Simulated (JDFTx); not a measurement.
# BP (F-43m) in JDFTx: reference runs

Reference runs on BP: the cell as given.

Program: JDFTx 1.7.0 (patched build). These are calculated values, not measurements. Logs are shortened: lines on timing, memory, paths and dates and some standing lists are left out, and cuts for length are marked. The log counts tension as positive stress, the text compression.

**1. The crystal as given**

It takes space group F-43m (No. 216, cubic). Conventional cell: a = 4.538 Å, b = 4.538 Å, c = 4.538 Å, α = 90.00°, β = 90.00°, γ = 90.00°. P (site symmetry -43m) is surrounded by 4 B at 1.97 Å. Around B (site symmetry -43m) lie 4 P at 1.97 Å.

**2. Single point, PBEsol**

BP.in

```
lattice \
    0.0000000000     4.2877885768     4.2877885768 \
    4.2877885768     0.0000000000     4.2877885768 \
    4.2877885768     4.2877885768     0.0000000000
coords-type Lattice
ion P      0.7500000000     0.7500000000     0.7500000000 1
ion B      0.0000000000     0.0000000000     0.0000000000 1

ion-species pseudo/P.upf
ion-species pseudo/B.upf
elec-cutoff 38 304
elec-ex-corr gga-PBEsol
kpoint-folding 10 10 10
elec-smearing Fermi 0.0018374661
elec-n-bands 9
electronic-SCF nIterations 100 energyDiffThreshold 1e-09
electronic-minimize nIterations 30 energyDiffThreshold 1e-7
converge-empty-states yes
forces-output-coords Cartesian

dump-name run.$VAR
dump End Ecomponents EigStats BandEigs Kpoints Forces Stress
```

Potentials or basis: PseudoDojo-SR-PBEsol-0.4.1-standard with smoothed tails.

Launch:

```console
$ jdftx -c 1 -i BP.in -o BP.out
```

The log of the run:

```text
*************** JDFTx 1.7.0 (patched build) ***************

Input parsed successfully to the following command list (including defaults):
[... the input with its defaults ...]

---------- Setting up symmetries ----------

Found 48 point-group symmetries of the bravais lattice
Found 24 space-group symmetries with basis
Applied RMS atom displacement 0 bohrs to make symmetries exact.

---------- Initializing the Grid ----------
R =
[            0      4.28779      4.28779  ]
[      4.28779            0      4.28779  ]
[      4.28779      4.28779            0  ]
unit cell volume = 157.663
G =
[  -0.732684   0.732684   0.732684  ]
[   0.732684  -0.732684   0.732684  ]
[   0.732684   0.732684  -0.732684  ]
Minimum fftbox size, Smin = [  48  48  48  ]
Chosen fftbox size, S = [  48  48  48  ]

---------- Initializing tighter grid for wavefunction operations ----------
R =
[            0      4.28779      4.28779  ]
[      4.28779            0      4.28779  ]
[      4.28779      4.28779            0  ]
unit cell volume = 157.663
G =
[  -0.732684   0.732684   0.732684  ]
[   0.732684  -0.732684   0.732684  ]
[   0.732684   0.732684  -0.732684  ]
Minimum fftbox size, Smin = [  36  36  36  ]
Chosen fftbox size, S = [  36  36  36  ]

---------- Exchange Correlation functional ----------
Initalized PBEsol GGA exchange.
Initalized PBEsol GGA correlation.

---------- Setting up pseudopotentials ----------
Width of ionic core gaussian charges (only for fluid interactions / plotting) set to 0

Reading pseudopotential file 'pseudo/P.upf':
  'P' pseudopotential, 'PBESOL' functional
  Generated using ONCVPSP code by D. R. Hamann
  5 valence electrons, 2 orbitals, 6 projectors, 1001 radial grid points, with lMax = 2
    3S    l: 0   occupation:  2.0   eigenvalue: -0.511448
    3P    l: 1   occupation:  3.0   eigenvalue: -0.201377
  Core radius for overlap checks: 1.66 bohrs.

Reading pseudopotential file 'pseudo/B.upf':
  'B' pseudopotential, 'PBESOL' functional
  Generated using ONCVPSP code by D. R. Hamann
  3 valence electrons, 2 orbitals, 4 projectors, 1001 radial grid points, with lMax = 1
    2S    l: 0   occupation:  2.0   eigenvalue: -0.344017
    2P    l: 1   occupation:  1.0   eigenvalue: -0.130657
  Core radius for overlap checks: 1.18 bohrs.

Initialized 2 species with 2 total atoms.

Folded 1 k-points by 10x10x10 to 1000 k-points.

---------- Setting up k-points, bands, fillings ----------
Adding inversion symmetry to k-mesh for non-inversion-symmetric unit cell.
Reduced to 47 k-points under symmetry.
Computing the number of bands and number of electrons
Calculating initial fillings.
nElectrons:   8.000000   nBands: 9   nStates: 47

----- Setting up reduced wavefunction bases (one per k-point) -----
average nbasis = 1764.131 , ideal nbasis = 1764.004

---------- Setting up ewald sum ----------
Optimum gaussian width for ewald sums = 1.947439 bohr.
Real space sum over 1331 unit cells with max indices [  5  5  5  ]
Reciprocal space sum over 2197 terms with max indices [  6  6  6  ]

---------- Allocating electronic variables ----------
Initializing wave functions:  linear combination of atomic orbitals
Note: number of bands (9) exceeds available atomic orbitals (8)
P pseudo-atom occupations:   s ( 2 )  p ( 3 )
B pseudo-atom occupations:   s ( 2 )  p ( 1 )
	FillingsUpdate:  mu: +0.392900420  nElectrons: 8.000000
LCAOMinimize: Iter:   0  F: -9.4101727343226163  |grad|_K:  4.100e-03  alpha:  1.000e+00
	FillingsUpdate:  mu: +0.388816585  nElectrons: 8.000000
LCAOMinimize: Iter:   1  F: -9.4243364904991331  |grad|_K:  1.751e-04  alpha:  4.593e-01  linmin:  4.850e-01  cgtest: -6.107e-01
	FillingsUpdate:  mu: +0.388539769  nElectrons: 8.000000
[... 6 lines of inner loops ...]
LCAOMinimize: Iter:   4  F: -9.4243791955577230  |grad|_K:  3.685e-08  alpha:  9.434e-01  linmin: -9.984e-06  cgtest:  2.706e-05
	FillingsUpdate:  mu: +0.388686529  nElectrons: 8.000000
LCAOMinimize: Iter:   5  F: -9.4243791955590375  |grad|_K:  9.813e-09  alpha:  5.163e-01  linmin: -9.929e-03  cgtest:  1.903e-02
LCAOMinimize: Converged (|Delta F|<1.000000e-06 for 2 iters).

-------- Electronic minimization -----------
Will mix electronic density at each iteration.
	FillingsUpdate:  mu: +0.388686529  nElectrons: 8.000000
	FillingsUpdate:  mu: +0.349616145  nElectrons: 8.000000
SCF: Cycle:  0   F: -9.487769221463260   dF: -6.339e-02   |Residual|: 6.381e-02   |deigs|: 1.862e-01
	FillingsUpdate:  mu: +0.353139137  nElectrons: 8.000000
SCF: Cycle:  1   F: -9.489738533758830   dF: -1.969e-03   |Residual|: 3.512e-02   |deigs|: 1.263e-02
	FillingsUpdate:  mu: +0.358065162  nElectrons: 8.000000
SCF: Cycle:  2   F: -9.490082016507982   dF: -3.435e-04   |Residual|: 3.263e-03   |deigs|: 5.007e-03
	FillingsUpdate:  mu: +0.358296771  nElectrons: 8.000000
SCF: Cycle:  3   F: -9.490089069304560   dF: -7.053e-06   |Residual|: 1.693e-03   |deigs|: 9.328e-04
	FillingsUpdate:  mu: +0.358524312  nElectrons: 8.000000
SCF: Cycle:  4   F: -9.490090186835035   dF: -1.118e-06   |Residual|: 3.782e-04   |deigs|: 3.998e-04
	FillingsUpdate:  mu: +0.358531165  nElectrons: 8.000000
SCF: Cycle:  5   F: -9.490090602999180   dF: -4.162e-07   |Residual|: 1.299e-04   |deigs|: 3.763e-04
	FillingsUpdate:  mu: +0.358521128  nElectrons: 8.000000
SCF: Cycle:  6   F: -9.490090702856484   dF: -9.986e-08   |Residual|: 4.219e-05   |deigs|: 2.663e-04
	FillingsUpdate:  mu: +0.358529073  nElectrons: 8.000000
SCF: Cycle:  7   F: -9.490090742124849   dF: -3.927e-08   |Residual|: 1.701e-05   |deigs|: 3.034e-04
	FillingsUpdate:  mu: +0.358528781  nElectrons: 8.000000
SCF: Cycle:  8   F: -9.490090752726976   dF: -1.060e-08   |Residual|: 6.740e-06   |deigs|: 1.166e-04
	FillingsUpdate:  mu: +0.358529128  nElectrons: 8.000000
SCF: Cycle:  9   F: -9.490090758044021   dF: -5.317e-09   |Residual|: 3.588e-06   |deigs|: 1.393e-04
	FillingsUpdate:  mu: +0.358528831  nElectrons: 8.000000
SCF: Cycle: 10   F: -9.490090759189700   dF: -1.146e-09   |Residual|: 2.109e-06   |deigs|: 5.792e-05
	FillingsUpdate:  mu: +0.358528680  nElectrons: 8.000000
SCF: Cycle: 11   F: -9.490090759867794   dF: -6.781e-10   |Residual|: 2.188e-06   |deigs|: 1.820e-04
	FillingsUpdate:  mu: +0.358528698  nElectrons: 8.000000
SCF: Cycle: 12   F: -9.490090760005321   dF: -1.375e-10   |Residual|: 1.095e-06   |deigs|: 1.380e-04
SCF: Converged (|Delta E|<1.000000e-09 for 2 iters).

Setting wave functions to eigenvectors of Hamiltonian
Converging empty states (this may take a while):
EmptyStates: None of the convergence criteria satisfied.
|deigs|: 1.118e-03

# Stress tensor in Cartesian coordinates [Eh/a0^3]:
[  6.48305e-05            0            0  ]
[            0  6.48305e-05            0  ]
[            0            0  6.48305e-05  ]

# Ionic positions in lattice coordinates:
ion P   0.750000000000000   0.750000000000000   0.750000000000000 1
ion B   0.000000000000000   0.000000000000000   0.000000000000000 1

# Forces in Cartesian coordinates:
force P  -0.000000000000000  -0.000000000000000  -0.000000000000000 1
force B   0.000000000000000   0.000000000000000   0.000000000000000 1

# Energy components:
   Eewald =      -10.4916197707563548
       EH =        0.6183398834429693
     Eloc =       -2.4246383046516731
      Enl =        1.0828814160751765
      Exc =       -3.3012639371611541
 Exc_core =        0.4000206053792706
       KE =        4.6261893524056736
-------------------------------------
     Etot =       -9.4900907552660918
       TS =        0.0000000047392288
-------------------------------------
        F =       -9.4900907600053213

IonicMinimize: Iter:   0  F: -9.490090760005321  |grad|_K:  3.896e-36
IonicMinimize: Converged (|grad|_K<1.000000e-04).

#--- Lowdin population analysis ---
# oxidation-state P +0.712
# oxidation-state B -0.657

Dumping 'run.eigStats' ...
	eMin: -0.231149 at state 0 ( [ +0.000000 +0.000000 +0.000000 ] spin 0 )
	HOMO: +0.338302 at state 0 ( [ +0.000000 +0.000000 +0.000000 ] spin 0 )
	mu  : +0.358529
	LUMO: +0.380110 at state 27 ( [ +0.000000 +0.400000 +0.400000 ] spin 0 )
	eMax: +0.894258 at state 30 ( [ +0.000000 +0.500000 +0.500000 ] spin 0 )
	HOMO-LUMO gap: +0.041807
	Optical gap  : +0.123478 at state 0 ( [ +0.000000 +0.000000 +0.000000 ] spin 0 )
WARNING: the last solve of the electrons (or of bands or displaced states from it) ended unconverged.
Done!
[note: mu as printed may lie anywhere between the filled and the empty levels]
```

Wall time 49 s (1 thread of Arm Neoverse V1, shared host); peak memory 0.08 GiB.

Results:

```yaml
Free_energy: -258.2385 eV
Pressure: -1.9 GPa
Band_gap_on_the_k_mesh: 1.14 eV, indirect (least direct gap 3.36 eV)
Loewdin_charges: P +0.71; B -0.66 e
```

Levels at points of the mesh, in eV from the valence-band top:
| k point | band 2 | band 3 | band 4 | band 5 | band 6 |
| --- | --- | --- | --- | --- | --- |
| (0.00, 0.00, 0.00) | 0.00 | 0.00 | 0.00 | 3.36 | 3.36 |
| (0.00, 0.00, 0.50) | -9.09 | -1.76 | -1.76 | 3.72 | 4.65 |
| (0.00, 0.50, 0.50) | -8.59 | -4.14 | -4.14 | 1.23 | 1.52 |

Caveat: the empty levels aren't tightly converged.
